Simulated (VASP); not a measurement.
Wanted: the native input for a VASP 6.6.1 run.

```yaml
Task: single point
Functional: PBEsol
Potentials_or_basis: VASP PAW PBE potentials, release 64 (Si)
Cutoff: 520 eV
k_mesh: 8 × 8 × 8
Occupations: gaussian, width 0.02 eV
Spin: no spin polarisation
Dipole_correction: no
Further_INCAR_settings: ALGO = Fast; EDIFF = 1e-06; NBANDS = 11
```

The structure of Si lies in POSCAR:

```
Si
1.0
    0.0000000000      2.7169170452      2.7169170452
    2.7169170452      0.0000000000      2.7169170452
    2.7169170452      2.7169170452      0.0000000000
Si
2
Direct
    0.2500000000      0.2500000000      0.2500000000
    0.0000000000      0.0000000000      0.0000000000
```

The input as run:

INCAR

```
SYSTEM = Si
PREC     = Accurate       ! precision mode
ENCUT    = 520            ! plane-wave cutoff, eV
EDIFF    = 1E-6           ! SCF threshold, eV
ISMEAR   = 0              ! smearing method
SIGMA    = 0.02           ! smearing width, eV
LREAL    = .FALSE.        ! projectors in reciprocal space
LASPH    = .TRUE.         ! aspherical terms in the spheres
NELM     = 100            ! most SCF steps
ALGO     = Fast           ! electronic algorithm
ISIF     = 2              ! what is computed and relaxed
LWAVE    = .FALSE.        ! write WAVECAR
LCHARG   = .FALSE.        ! write CHGCAR
GGA      = PS             ! functional
NBANDS   = 11             ! bands
```

KPOINTS

```
Automatic mesh
0
G
  8 8 8
  0 0 0
```

Potentials or basis: VASP PAW PBE potentials, release 64 (Si).

Run with:

```bash
$ cat potpaw_PBE.64/Si/POTCAR > POTCAR
$ mpirun -np 1 vasp_std > vasp.out
```

Results of the run:

```json
{
  "Pressure": "0.1 GPa",
  "Band gap on the k mesh": "0.51 eV, indirect (least direct gap 2.52 eV)"
}
```

Caveat: the PAW data sets were made with another functional, which shifts forces and pressure a little.

Run time: 10 s on 1 thread of Intel(R) Xeon(R) Platinum 8488C (Sapphire Rapids), on a shared host, peak memory 0.14 GiB.
